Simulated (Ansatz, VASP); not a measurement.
# GaSb in two plane-wave programs, part 3 of 5

Aim: how closely do two programs agree when they are given the same cell, functional and k mesh? Of the first pair: The structure shown is the start of the Ansatz relaxation below; VASP solves that cell, so the two are compared at the walk's first step.

VASP 6.6.1 and Ansatz 0.2.0.

So far: Starting point; Ansatz: relaxation, r2SCAN; VASP: single point, r2SCAN, start cell, pair 1.

**3. VASP: single point, r2SCAN, start cell, pair 1 (continued)**

Level of this step: r2SCAN; plane waves and PAW (Ga_d, Sb) (VASP).

Numbers of over 12 decimals in the logs are rounded to 6 here.

OUTCAR, selected parts (step 3):

```text
ion  position               nearest neighbor table
   1  0.002  0.002  0.002-   2 2.66   2 2.74   2 2.74   2 2.74
   2  0.748  0.748  0.748-   1 2.66   1 2.74   1 2.74   1 2.74

  LATTYP: Found a trigonal (rhomboedric) cell.
 ALAT       =     4.3610916797
 COS(alpha) =     0.4650649259

 Subroutine GETGRP returns: Found  6 space group operations
 (whereof  6 operations were pure point group operations)

The static configuration has the point symmetry C_3v.

   k-points           NKPTS =   1728   k-points in BZ     NKDIM =   1728   number of bands    NBANDS=     15

   dimension x,y,z NGX =    30 NGY =   30 NGZ =   30
   dimension x,y,z NGXF=    60 NGYF=   60 NGZF=   60

   ENCUT  =  440.0 eV  32.34 Ry    5.69 a.u.   7.46  7.46  7.46*2*pi/ulx,y,z

   NELECT =      18.0000    total number of electrons

 k-points in reciprocal lattice and weights: Points of the shifted mesh
   0.04166667  0.04166667  0.04166667       0.001
   0.04166667  0.04166667  0.12500000       0.001
   0.04166667  0.04166667  0.20833333       0.001
   0.04166667  0.04166667  0.29166667       0.001
   0.04166667  0.04166667  0.37500000       0.001
   0.04166667  0.04166667  0.45833333       0.001
   0.04166667  0.04166667  0.54166667       0.001
   0.04166667  0.04166667  0.62500000       0.001
   0.04166667  0.04166667  0.70833333       0.001
[...]
0.95833333  0.95833333  0.87500000       0.001
   0.95833333  0.95833333  0.95833333       0.001

 average (electrostatic) potential at core
       1 -71.1780       2 -93.4530

 E-fermi :   3.9912

 k-point     1 :       0.0417    0.0417    0.0417
  band No.  band energies     occupation
    ...
      5     -11.3735      2.00000
      6      -7.4540      2.00000
      7       3.3515      2.00000
      8       3.8294      2.00000
      9       3.8294      2.00000
     10       4.4517      0.00000
     11       6.8602      0.00000
     12       6.8602      0.00000
     13       7.3660      0.00000
     14      10.3734      0.00000
    ...

 k-point     2 :       0.0417    0.0417    0.1250
  band No.  band energies     occupation
    ...
      5     -11.3733      2.00000
      6      -7.3622      2.00000
      7       2.2561      2.00000
      8       3.7275      2.00000
      9       3.7923      2.00000
     10       4.9149      0.00000
     11       6.9414      0.00000
     12       7.1245      0.00000
     13       7.7232      0.00000
     14      10.8416      0.00000
    ...

 k-point     3 :       0.0417    0.0417    0.2083
  band No.  band energies     occupation
    ...
      5     -11.3730      2.00000
      6      -7.1436      2.00000
      7       0.9303      2.00000
      8       3.4586      2.00000
      9       3.5901      2.00000
     10       5.0878      0.00000
     11       7.2589      0.00000
     12       7.5462      0.00000
     13       8.5325      0.00000
     14      11.5107      0.00000
    ...

  Total       -1.1397901     -1.1397901     -1.1397901      0.5246453      0.5246453      0.5246453
  in kB      -29.6248042    -29.6248042    -29.6248042     13.6362954     13.6362954     13.6362954
  external PRESSURE =     -29.6248042 kB  Pullay stress =       0.0000000 kB

  energy-cutoff  :      440.00
  volume of cell :       61.64
      direct lattice vectors                 reciprocal lattice vectors
    -0.106838000  3.082832000  3.082832000    -0.153991879  0.159520177  0.159520177
     3.082832000 -0.106838000  3.082832000     0.159520177 -0.153991879  0.159520177
     3.082832000  3.082832000 -0.106838000     0.159520177  0.159520177 -0.153991879

 POSITION                                       TOTAL-FORCE (eV/Angst)
 -----------------------------------------------------------------------------------
      0.01103      0.01103      0.01103         0.034015      0.034015      0.034015
      4.53309      4.53309      4.53309        -0.034015     -0.034015     -0.034015
 -----------------------------------------------------------------------------------
    total drift:                                0.002848      0.002848      0.002850

  FREE ENERGIE OF THE ION-ELECTRON SYSTEM (eV)
  ---------------------------------------------------
  free  energy   TOTEN  =       -37.5414491853 eV

  energy  without entropy=      -37.5414491852  energy(sigma->0) =      -37.54144919

 total charge
# of ion       s       p       d       tot
------------------------------------------
    1        0.880   0.699   9.957  11.536
    2        1.113   1.309   0.024   2.447
--------------------------------------------------
tot          1.994   2.008   9.982  13.983

[... 3 further parts left out ...]
```

The run ends at a pressure of -2.96 GPa, with forces up to 0.059 eV/Å.

**4. Comparison**

Known differences besides the potentials themselves: VASP keeps PBE cores, Ansatz makes them for the functional; the data sets hold 28 valence electrons in Ansatz (on its PAW soft_1 files) and 18 in VASP; the cutoff is 500 eV in Ansatz and 440 eV in VASP. Total energies have different zeros and are not compared.

Forces (eV/Å; atoms numbered as in POSCAR):

```
atom          Ansatz x, y, z            VASP x, y, z
 Ga1     0.031, 0.031, 0.031     0.034, 0.034, 0.034
 Sb2  -0.031, -0.031, -0.031  -0.034, -0.034, -0.034
```

The forces differ by 3.1 meV/Å r.m.s., which is 9.2 % of the r.m.s. force of 0.034 eV/Å (both taken over all components).

**5. Ansatz: relaxation, r2SCAN**

This run makes the geometry at which the two programs are then compared. The cell compared in this pair holds 61.40 Å³, against 61.64 Å³ for the pair before.

The structure compared here is the end of the Ansatz relaxation.

input.yaml reads:

```yaml
crystal:
  lattice:
    - [-0.106838323, 3.0828317183, 3.0828317183]
    - [3.0828317183, -0.106838323, 3.0828317183]
    - [3.0828317183, 3.0828317183, -0.106838323]
  atoms:
    - { symbol: Ga, position: [0.0018197048, 0.0018197048, 0.0018197048] }
    - { symbol: Sb, position: [0.7481802952, 0.7481802952, 0.7481802952] }
  conventional_axes: [[-1, 1, 0], [0, -1, 1], [1, 1, 1]]
kpoints:
  mp_grid: { grid: [12, 12, 12], shift: [0.5, 0.5, 0.5] }
hamiltonian:
  xc: r2scan
  pseudopotentials: { kind: paw, azcp: { folder: soft_1 } }
scf:
  occupations: { method: gaussian, width: 0.02 }
output:
  forces: true
  stress: true
  eigenvalues: true
relax:
  adjacent_minimum: "off"
  f_tol: 0.001
  max_steps: 60
  cell: { stress_tol: 0.01, fix: [a, b, angles] }
```

The run is started by

```
$ ansatz run input.yaml --threads 4 --pin off --max-ram 10240MiB --backend cpu --events-out ev --progress --plain --runs-dir out
```

The program printed:

```text
[...]
Crystal: 2 atoms, lattice volume = 61.642 Å³
Basis set: ecut = 500 eV, 1543 PW (Γ), exchange–correlation on 128×128×128 points (64 copies of the dense FFT grid, shifted against one another)
Bands: 18, of which v1, the nominal top of the filled ones, is band 14 counted from 1 (13 counted from 0)
Symmetry: 6 space group operations
[...]
k-point 181: bands = [... 10 lower, -2.9065, 0.5688, 4.8370, 5.3423, 7.4062, 10.4766, 10.7783, 13.6924]
--- Relaxed structure (5 steps of the walk, 4 accepted, 1 SCFs on fresh bases) ---
[...]
cell:  # Å, volume = 61.4047 Å³
    - [-0.114627, 3.075043, 3.075043]
    - [3.075043, -0.114627, 3.075043]
    - [3.075043, 3.075043, -0.114627]
  atoms:
    - { symbol: Ga, position: [0.0023599, 0.0023599, 0.0023599] }
    - { symbol: Sb, position: [0.747640, 0.747640, 0.747640] }
[key lines of the parts left out:]
SCF converged after 6 iterations
Free energy (F): -10289.875615 eV
Fermi energy:    6.785650 eV
P = ⅓ Tr σ = -2.7815 GPa (-27.815 kbar)
```

(Continued in part 4 of 5.)

[Lines on the potential files, build, host, timing and source positions are cut from VASP's logs without a mark.]

[Logs are printed without paths, hosts, clocks, repeated set-up lines and the standing remarks that a program may print on its own settings, such as how far it seeks lower states.]

[Hosts, paths, dates, database ids (printed as entryN), source tags and the programs' standing remarks are cut or masked in the printed files.]
